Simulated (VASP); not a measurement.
## NbC (Niobocarbide): relaxation of cell and atoms with PBE

Crystal: NbC (Niobocarbide).

```
Nb C
1.0
     0.00000    2.24115    2.24115
     2.24115    0.00000    2.24115
     2.24115    2.24115    0.00000
Nb C
1 1
Direct
  0.00000 0.00000 0.00000
  0.50000 0.50000 0.50000
```

| Item | Value |
| --- | --- |
| Program | VASP 6.6.1 |
| Task | relaxation of cell and atoms |
| Functional | PBE |
| Potentials or basis | VASP PAW PBE potentials, release 64 (Nb_sv, C) |
| Cutoff | 600 eV |
| k mesh | 14 × 14 × 14 |
| Occupations | methfessel-paxton, width 0.1 eV |
| Spin | no spin polarisation |
| Further INCAR settings | ALGO = Normal; EDIFF = 1e-07; IBRION = 2; EDIFFG = -0.005; NSW = 90; ISIF = 3 |

```yaml
Pressure_after_relaxing: 0.0 GPa
Band_gap_on_the_k_mesh: none (metal or under the smearing width)
```

Final structure:
```cif
data_structure
_symmetry_space_group_name_H-M 'P 1'
_symmetry_Int_Tables_number 1
_cell_length_a 3.1695
_cell_length_b 3.1695
_cell_length_c 3.1695
_cell_angle_alpha 60.000
_cell_angle_beta 60.000
_cell_angle_gamma 60.000
_cell_volume 22.51
loop_
_atom_site_label
_atom_site_type_symbol
_atom_site_fract_x
_atom_site_fract_y
_atom_site_fract_z
_atom_site_occupancy
Nb1 Nb 0.00000 0.00000 0.00000 1
C1 C 0.50000 0.50000 0.50000 1
```

Levels at points of the mesh, in eV from the Fermi level:
```tsv
k point	band 5	band 6	band 7	band 8	band 9	band 10	band 11	band 12
(0.00, 0.00, 0.00)	-13.49	-1.37	-1.37	-1.37	-0.31	-0.31	-0.31	0.27
(0.50, 0.00, 0.00)	-9.88	-7.59	-5.16	-5.16	2.03	2.03	3.44	5.68
(0.50, 0.50, 0.00)	-12.14	-4.21	-3.94	-1.40	-1.40	1.88	3.11	3.11
```

Wall time 44 s on 1 thread of AMD EPYC 7R13 Processor (Zen 3), with other jobs on the host, peak memory 0.15 GiB.

Caveat: the relaxation stopped at its first step, so nothing moved.
